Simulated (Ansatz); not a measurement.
# Rigid cleavage in Mo

These are results of DFT PBEsol, scalar-relativistic, plane waves, PAW (Ansatz), not measurements. The runs took a 420 eV cutoff, a Γ-centred 23×23×7 mesh and Gaussian smearing (0.15 eV). No spin polarisation. Energies are free energies at this smearing, counted from the undisturbed cell; pressure is positive in compression.

The undisturbed cell (relaxed at this level; with this scan's settings it stands at 0.1 GPa):

```
CELL_PARAMETERS angstrom
-1.56465 1.56465 -1.56465
-1.56465 -1.56465 1.56465
0.00000 6.25861 6.25861
ATOMIC_POSITIONS crystal
Mo 0.00000 0.00000 0.87500
Mo 0.50000 0.50000 0.12500
Mo 0.00000 0.00000 0.37500
Mo 0.50000 0.50000 0.62500
```

The cut lies on the cell's a–b face, a (0 1 1) plane (indices in the standard cell, whose axes needn't be the Cartesian ones shown) of area 6.92 Å², between layers 2.21 Å apart. Vector c is lengthened by d along the normal with the atoms' Cartesian places fixed: one unrelaxed cut a cell. The cell is metallic on the mesh throughout.

Question: Over the sampled range (0.00 to 6.00), is the undisturbed cell the lowest point?

Answer: Yes, every other sampled point lies higher.

The scan:

| d (Å) | energy (J/m²) |
| --- | --- |
| 0.00 | 0.00 |
| 0.50 | 1.30 |
| 1.00 | 3.22 |
| 2.00 | 5.50 |
| 3.00 | 6.21 |
| 6.00 | 6.41 |

Cost: 6 runs of about 21 core-minutes in all, on AMD EPYC (Zen 3) (shared hosts).